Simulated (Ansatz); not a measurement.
# Crystal structures of tin under RPBE

Level of theory: DFT, RPBE, plane waves (420 eV) with PAW, scalar-relativistic in Ansatz. (PAW data from PBE, frozen cores regenerated.)

Each structure is relaxed within its own symmetry, so a high-lying one may be dynamically unstable.

```json
{"structure": "alpha-Sn (diamond)", "ΔE (meV/atom)": "0", "V (Å³/atom)": "38.20", "cell": "a = 6.736 Å", "magnetic state": "spin not included"}
{"structure": "beta-Sn (white tin)", "ΔE (meV/atom)": "85", "V (Å³/atom)": "29.31", "cell": "a = 6.015 Å, c = 3.241 Å (c/a = 0.539)", "magnetic state": "spin not included"}
{"structure": "hcp", "ΔE (meV/atom)": "97", "V (Å³/atom)": "28.56", "cell": "a = 3.411 Å, c = 5.668 Å (c/a = 1.662)", "magnetic state": "spin not included"}
{"structure": "dhcp", "ΔE (meV/atom)": "98", "V (Å³/atom)": "28.69", "cell": "a = 3.424 Å, c = 11.303 Å (c/a = 3.301)", "magnetic state": "spin not included"}
{"structure": "fcc", "ΔE (meV/atom)": "99", "V (Å³/atom)": "28.90", "cell": "a = 4.872 Å", "magnetic state": "spin not included"}
{"structure": "omega (AlB2-type)", "ΔE (meV/atom)": "106", "V (Å³/atom)": "28.72", "cell": "a = 5.465 Å, c = 3.332 Å (c/a = 0.610)", "magnetic state": "spin not included"}
{"structure": "bcc", "ΔE (meV/atom)": "111", "V (Å³/atom)": "28.41", "cell": "a = 3.845 Å", "magnetic state": "spin not included"}
{"structure": "simple cubic", "ΔE (meV/atom)": "116", "V (Å³/atom)": "30.21", "cell": "a = 3.114 Å", "magnetic state": "spin not included"}
{"structure": "A15", "ΔE (meV/atom)": "159", "V (Å³/atom)": "29.70", "cell": "a = 6.194 Å", "magnetic state": "spin not included"}
```

ΔE counts from alpha-Sn (diamond).

Differences under about 8 meV lie within the error of the k-point mesh.
